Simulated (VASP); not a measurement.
# InAs (F-43m) in VASP: a series of runs

The runs below take InAs through band structure, with PBE.

Program: VASP 6.6.1. These are calculated values, not measurements. Logs are shortened: lines on timing, memory, paths and dates and some standing lists are left out, and cuts for length are marked.

**What was measured.**

A printed reference work, data compilation reports, for a bulk crystal of InAs at 4.2 K: band gap 0.418 eV (direct).

How close the calculation comes is told below.

## (1) Starting point

Symmetry: F-43m, No. 216, cubic system. Conventional cell: a = 6.036 Å, b = 6.036 Å, c = 6.036 Å, α = 90.00°, β = 90.00°, γ = 90.00°. In (site symmetry -43m) is surrounded by 4 As at 2.61 Å. Around As (site symmetry -43m) lie 4 In at 2.61 Å.

## (2) Band structure, PBE

Contents of INCAR:

```
PREC = Accurate
ENCUT = 520
EDIFF = 1E-6
ISMEAR = -1
SIGMA = 0.05
LREAL = False
LASPH = True
NELM = 100
ALGO = Normal
ISIF = 2
LWAVE = False
LCHARG = False
GGA = PE
NBANDS = 16
```

Contents of KPOINTS:

```
regular mesh
0
Gamma
  8 8 8
```

Contents of POSCAR:

```
InAs
1.0
    0.0000000000      3.0180000000      3.0180000000
    3.0180000000      0.0000000000      3.0180000000
    3.0180000000      3.0180000000      0.0000000000
In As
1 1
Direct
    0.0000000000      0.0000000000      0.0000000000
    0.7500000000      0.7500000000      0.7500000000
```

Contents of KPOINTS_OPT:

```
path GXWKGLUWLK,UX
20
line-mode
reciprocal
 0.0000000000  0.0000000000  0.0000000000  G
 0.5000000000  0.0000000000  0.5000000000  X

 0.5000000000  0.0000000000  0.5000000000  X
 0.5000000000  0.2500000000  0.7500000000  W

 0.5000000000  0.2500000000  0.7500000000  W
 0.3750000000  0.3750000000  0.7500000000  K

 0.3750000000  0.3750000000  0.7500000000  K
 0.0000000000  0.0000000000  0.0000000000  G

 0.0000000000  0.0000000000  0.0000000000  G
 0.5000000000  0.5000000000  0.5000000000  L

 0.5000000000  0.5000000000  0.5000000000  L
 0.6250000000  0.2500000000  0.6250000000  U

 0.6250000000  0.2500000000  0.6250000000  U
 0.5000000000  0.2500000000  0.7500000000  W

 0.5000000000  0.2500000000  0.7500000000  W
 0.5000000000  0.5000000000  0.5000000000  L

 0.5000000000  0.5000000000  0.5000000000  L
 0.3750000000  0.3750000000  0.7500000000  K

 0.6250000000  0.2500000000  0.6250000000  U
 0.5000000000  0.0000000000  0.5000000000  X
```

Potentials or basis: VASP PAW PBE potentials, release 64 (In_d, As).

On the command line:

```bash
$ cat potpaw_PBE.64/In_d/POTCAR potpaw_PBE.64/As/POTCAR > POTCAR
$ mpirun -np 1 vasp_std > vasp.out
```

OUTCAR:

```text
PREC = Accurate
   ENCUT = 520
   EDIFF = 1E-6
   ISMEAR = -1
   LREAL = False
   LASPH = True
   NELM = 100
   ISIF = 2
   GGA = PE

 ion  position               nearest neighbor table
   1  0.000  0.000  0.000-   2 2.61   2 2.61   2 2.61   2 2.61
   2  0.750  0.750  0.750-   1 2.61   1 2.61   1 2.61   1 2.61

  LATTYP: Found a face centered cubic cell.
 ALAT       =     6.0360000000

  Lattice vectors:

 A1 = (   0.0000000000,   3.0180000000,   3.0180000000)
 A2 = (   3.0180000000,   0.0000000000,   3.0180000000)
 A3 = (   3.0180000000,   3.0180000000,   0.0000000000)

Analysis of symmetry for initial positions (statically):
=====================================================================
 Subroutine PRICEL returns:
 Original cell was already a primitive cell.

 Routine SETGRP: Setting up the symmetry group for a
 face centered cubic supercell.

 Subroutine GETGRP returns: Found 24 space group operations
 (whereof 24 operations were pure point group operations)
 out of a pool of 48 trial point group operations.

The static configuration has the point symmetry T_d .

Analysis of symmetry for dynamics (positions and initial velocities):
=====================================================================
 Subroutine PRICEL returns:
 Original cell was already a primitive cell.

 Routine SETGRP: Setting up the symmetry group for a
 face centered cubic supercell.

 Subroutine GETGRP returns: Found 24 space group operations
 (whereof 24 operations were pure point group operations)
 out of a pool of 48 trial point group operations.

The dynamic configuration has the point symmetry T_d .

 Subroutine INISYM returns: Found 24 space group operations
 (whereof 24 operations are pure point group operations),
 and found     1 'primitive' translations

----------------------------------------------------------------------------------------

                                     Primitive cell

  volume of cell :      54.9778

  direct lattice vectors                    reciprocal lattice vectors
     0.000000000  3.018000000  3.018000000    -0.165672631  0.165672631  0.165672631
     3.018000000  0.000000000  3.018000000     0.165672631 -0.165672631  0.165672631
     3.018000000  3.018000000  0.000000000     0.165672631  0.165672631 -0.165672631

  length of vectors
     4.268096531  4.268096531  4.268096531     0.286953414  0.286953414  0.286953414

  position of ions in fractional coordinates (direct lattice)
     0.000000000  0.000000000  0.000000000
     0.750000000  0.750000000  0.750000000

  ion indices of the primitive-cell ions
   primitive index   ion index
                 1           1
                 2           2

----------------------------------------------------------------------------------------

 KPOINTS: regular mesh

Automatic generation of k-mesh.
 Grid dimensions read from file:
 generate k-points for:    8    8    8

 Generating k-lattice:

  Cartesian coordinates                     Fractional coordinates (reciprocal lattice)
    -0.020709079  0.020709079  0.020709079     0.125000000  0.000000000  0.000000000
     0.020709079 -0.020709079  0.020709079     0.000000000  0.125000000  0.000000000
     0.020709079  0.020709079 -0.020709079     0.000000000  0.000000000  0.125000000

  Length of vectors
     0.035869177  0.035869177  0.035869177

  Shift w.r.t. Gamma in fractional coordinates (k-lattice)
     0.000000000  0.000000000  0.000000000

 Subroutine IBZKPT returns following result:
 ===========================================

 Found     29 irreducible k-points:

 Following reciprocal coordinates:
            Coordinates               Weight
  0.000000  0.000000  0.000000      1.000000
  0.125000  0.000000  0.000000      8.000000
  0.250000  0.000000  0.000000      8.000000
  0.375000  0.000000  0.000000      8.000000
  0.500000  0.000000  0.000000      4.000000
  0.125000  0.125000  0.000000      6.000000
[... 16 lines left out ...]
  0.500000  0.250000  0.125000     48.000000
 -0.375000  0.250000  0.125000     24.000000
 [... further k-points ...]
   k-points           NKPTS =     29   k-points in BZ     NKDIM =     29   number of bands    NBANDS=     16
   number of dos      NEDOS =    301   number of ions     NIONS =      2
   total plane-waves  NPLWV =  32768
   dimension x,y,z NGX =    32 NGY =   32 NGZ =   32
   dimension x,y,z NGXF=    64 NGYF=   64 NGZF=   64
   ions per type =               1   1
   NGX,Y,Z   is equivalent  to a cutoff of  12.46, 12.46, 12.46 a.u.
   NGXF,Y,Z  is equivalent  to a cutoff of  24.93, 24.93, 24.93 a.u.
 SYSTEM =  unknown system
   PREC   = accura    normal or accurate (medium, high low for compatibility)
   ISTART =      0    job   : 0-new  1-cont  2-samecut
   ICHARG =      2    charge: 1-file 2-atom 10-const
   ISPIN  =      1    spin polarized calculation?
   LNONCOLLINEAR =      F non collinear calculations
   LSORBIT =      F    spin-orbit coupling
   LASPH  =      T    aspherical Exc in radial PAW
   ENCUT  =  520.0 eV  38.22 Ry    6.18 a.u.   7.94  7.94  7.94*2*pi/ulx,y,z
   NELM   =    100;   NELMIN=  2; NELMDL= -5     # of ELM steps
   EDIFF  = 0.1E-05   stopping-criterion for ELM
   LREAL  =      F    real-space projection
   EDIFFG = 0.1E-04   stopping-criterion for IOM
   NSW    =      0    number of steps for IOM
   IBRION =     -1    ionic relax: 0-MD 1-quasi-New 2-CG
   NFREE  =      0    steps in history (QN), initial steepest desc. (CG)
   ISIF   =      2    stress and relaxation
   ISYM   =      2    0-nonsym 1-usesym 2-fastsym
   POTIM  = 0.5000    time-step for ionic-motion
   TEBEG  =    0.0;   TEEND  =   0.0 temperature during run
   PSTRESS=    0.0 pullay stress
   NELECT =      18.0000    total number of electrons
   NUPDOWN=      -1.0000    fix difference up-down
   EMIN   =  10.00;   EMAX   =-10.00  energy-range for DOS
   EFERMI =   0.00;   METHOD = LEGACY
   ISMEAR =    -1;   SIGMA  =   0.05  broadening in eV -4-tet -1-fermi 0-gaus
   EFERMI_NEDOS =   21; number of points for ismear=-14 and -15
   IALGO  =     38    algorithm
   IMIX   =      4    mixing-type and parameters
     AMIX     =   0.40;   BMIX     =  1.00
     AMIX_MAG =   1.60;   BMIX_MAG =  1.00
  volume/ion in A,a.u.               =      27.49       185.50
  Fermi-wavevector in a.u.,A,eV,Ry     =   1.128331  2.132236 17.321990  1.273130
  Thomas-Fermi vector in A             =   2.265020
   LORBIT       =      0    0 simple, 1 ext, 2 COOP (PROOUT), +10 PAW based schemes
   GGA     = PE    functional components
   LHFCALC =     F    Hartree Fock is set to
   AEXX    =    0.0000 exact exchange contribution
   IVDW    =     0    specifies the selected vdW correction
   LEPSILON=     F    determine dielectric tensor
   LRPA    =     F    only Hartree local field effects (RPA)
 non-spin polarized calculation
  energy-cutoff  :      520.00
  volume of cell :       54.98
 maximum number of plane-waves:      1494
   NGX = 15   NGY = 15   NGZ = 15

 number of electron      17.9999991 magnetization

 Free energy of the ion-electron system (eV)
  ---------------------------------------------------
  ext. energy  EPLUGINS =         0.00000000
  ---------------------------------------------------
  free energy    TOTEN  =        -7.66162410 eV

  energy without entropy =       -7.66107641  energy(sigma->0) =       -7.66135025

 E-fermi :   4.6121     XC(G=0):  -9.1170

 val. band max:        4.5638070931   @ k =   0.0000   0.0000   0.0000
 cond. band min:       5.5323393623   @ k =   0.5000   0.0000   0.0000
 fundamental gap:      0.9685322691
 Fermi energy:         4.6120576495

 k-point     1 :       0.0000    0.0000    0.0000
  band No.  band energies     occupation
      1      -9.8399      2.00000
      2      -9.8399      2.00000
      3      -9.8399      2.00000
      4      -9.7118      2.00000
      5      -9.7118      2.00000
      6      -7.3330      2.00000
[... 8 lines left out ...]
     15      14.2589      0.00000
     16      14.2589      0.00000

 k-point     2 :       0.1250    0.0000    0.0000
  band No.  band energies     occupation
      1      -9.8604      2.00000
      2      -9.8339      2.00000
      3      -9.8339      2.00000
      4      -9.7119      2.00000
      5      -9.7119      2.00000
      6      -7.1699      2.00000
[... 8 lines left out ...]
     15      13.3758      0.00000
     16      13.3758      0.00000

 k-point     3 :       0.2500    0.0000    0.0000
  band No.  band energies     occupation
      1      -9.9067      2.00000
      2      -9.8210      2.00000
      3      -9.8210      2.00000
      4      -9.7106      2.00000
      5      -9.7106      2.00000
      6      -6.7231      2.00000
[... 8 lines left out ...]
     15      13.1337      0.00000
     16      13.1337      0.00000

 k-point     4 :       0.3750    0.0000    0.0000
  band No.  band energies     occupation
      1      -9.9491      2.00000
      2      -9.8110      2.00000
      3      -9.8110      2.00000
      4      -9.7063      2.00000
      5      -9.7063      2.00000
      6      -6.1513      2.00000
[... 8 lines left out ...]
     15      14.0840      0.00000
     16      14.0840      0.00000

 k-point     5 :       0.5000    0.0000    0.0000
  band No.  band energies     occupation
      1      -9.9658      2.00000
      2      -9.8077      2.00000
      3      -9.8077      2.00000
      4      -9.7035      2.00000
      5      -9.7035      2.00000
      6      -5.8458      2.00000
[... 8 lines left out ...]
     15      15.3367      0.00000
     16      15.3367      0.00000

 k-point     6 :       0.1250    0.1250    0.0000
  band No.  band energies     occupation
      1      -9.8732      2.00000
      2      -9.8281      2.00000
      3      -9.8281      2.00000
      4      -9.7164      2.00000
      5      -9.7084      2.00000
      6      -7.1160      2.00000
[... 8 lines left out ...]
     15      13.3196      0.00000
     16      14.4260      0.00000
[... 267 lines left out ...]
 k-point    21 :       0.5000    0.5000    0.0000
  band No.  band energies     occupation
      1     -10.0255      2.00000
      2      -9.7568      2.00000
      3      -9.7568      2.00000
      4      -9.7512      2.00000
      5      -9.6885      2.00000
      6      -5.2979      2.00000
[... 8 lines left out ...]
     15      16.0581      0.00000
     16      16.7984      0.00000

 k-point    22 :       0.3750    0.2500    0.1250
  band No.  band energies     occupation
      1      -9.9449      2.00000
      2      -9.8054      2.00000
      3      -9.8006      2.00000
      4      -9.7238      2.00000
      5      -9.7020      2.00000
      6      -6.3576      2.00000
[... 8 lines left out ...]
     15      14.7185      0.00000
     16      15.3988      0.00000

 k-point    23 :       0.5000    0.2500    0.1250
  band No.  band energies     occupation
      1      -9.9720      2.00000
      2      -9.7998      2.00000
      3      -9.7893      2.00000
      4      -9.7213      2.00000
      5      -9.7021      2.00000
      6      -5.8446      2.00000
[... 8 lines left out ...]
     15      14.8986      0.00000
     16      15.7082      0.00000

 k-point    24 :      -0.3750    0.2500    0.1250
  band No.  band energies     occupation
      1      -9.9823      2.00000
      2      -9.7989      2.00000
      3      -9.7852      2.00000
      4      -9.7170      2.00000
      5      -9.7042      2.00000
      6      -5.5769      2.00000
[... 8 lines left out ...]
     15      14.9909      0.00000
     16      15.7164      0.00000

 [... further k-points ...]

------------------------ aborting loop because EDIFF is reached ----------------------------------------

  FORCE on cell =-STRESS in cart. coord.  units (eV):
  Direction    XX          YY          ZZ          XY          YZ          ZX
  --------------------------------------------------------------------------------------
  -------------------------------------------------------------------------------------
  Total        1.4949322      1.4949322      1.4949322      0.0000000      0.0000000     -0.0000000
  in kB       43.5656679     43.5656679     43.5656679      0.0000000      0.0000000     -0.0000000
  external PRESSURE =      43.5656679 kB  Pullay stress =       0.0000000 kB

 VOLUME and BASIS-vectors are now :
 -----------------------------------------------------------------------------
  energy-cutoff  :      520.00
  volume of cell :       54.98
      direct lattice vectors                 reciprocal lattice vectors
     0.000000000  3.018000000  3.018000000    -0.165672631  0.165672631  0.165672631
     3.018000000  0.000000000  3.018000000     0.165672631 -0.165672631  0.165672631
     3.018000000  3.018000000  0.000000000     0.165672631  0.165672631 -0.165672631

 POSITION                                       TOTAL-FORCE (eV/Angst)
 -----------------------------------------------------------------------------------
      0.00000      0.00000      0.00000         0.000000      0.000000      0.000000
      4.52700      4.52700      4.52700        -0.000000     -0.000000     -0.000000
 -----------------------------------------------------------------------------------
    total drift:                                0.000000      0.000000      0.000000

  FREE ENERGIE OF THE ION-ELECTRON SYSTEM (eV)
  ---------------------------------------------------
  free  energy   TOTEN  =        -7.6616240990 eV

  energy  without entropy=       -7.6610764050  energy(sigma->0) =       -7.66135025
```

It took 53 s on 1 thread of Intel Xeon 6975P-C (Granite Rapids), shared host; peak memory 0.19 GiB.

Results:

* Free energy: -7.6616 eV
* Pressure: 4.4 GPa
* Band gap along the path: none (metal or under the smearing width)

Levels at the corners of the path, in eV from the Fermi level:
```csv
point,band 7,band 8,band 9,band 10,band 11,band 12
Γ,-0.22,-0.05,-0.05,-0.05,3.86,3.86
X,-5.91,-2.39,-2.39,1.49,2.01,9.17
X,-5.91,-2.39,-2.39,1.49,2.01,9.17
W,-5.77,-3.02,-2.94,4.19,4.24,4.97
W,-5.77,-3.02,-2.94,4.19,4.24,4.97
K,-5.77,-3.34,-2.01,2.06,4.24,7.28
K,-5.77,-3.34,-2.01,2.06,4.24,7.28
Γ,-0.22,-0.05,-0.05,-0.05,3.86,3.86
Γ,-0.22,-0.05,-0.05,-0.05,3.86,3.86
L,-5.84,-1.04,-1.04,0.92,4.63,4.63
L,-5.84,-1.04,-1.04,0.92,4.63,4.63
U,-5.77,-3.34,-2.01,2.06,4.24,7.28
U,-5.77,-3.34,-2.01,2.06,4.24,7.28
W,-5.77,-3.02,-2.94,4.19,4.24,4.97
W,-5.77,-3.02,-2.94,4.19,4.24,4.97
L,-5.84,-1.04,-1.04,0.92,4.63,4.63
L,-5.84,-1.04,-1.04,0.92,4.63,4.63
K,-5.77,-3.34,-2.01,2.06,4.24,7.28
U,-5.77,-3.34,-2.01,2.06,4.24,7.28
X,-5.91,-2.39,-2.39,1.49,2.01,9.17
```

Caveat: spin-orbit coupling is left out, which moves the levels of the heavy elements; this crystal is a semiconductor, whose small gap the functional closes, so the metal is an error of the method.

(Part 1 of 2 ends here.)
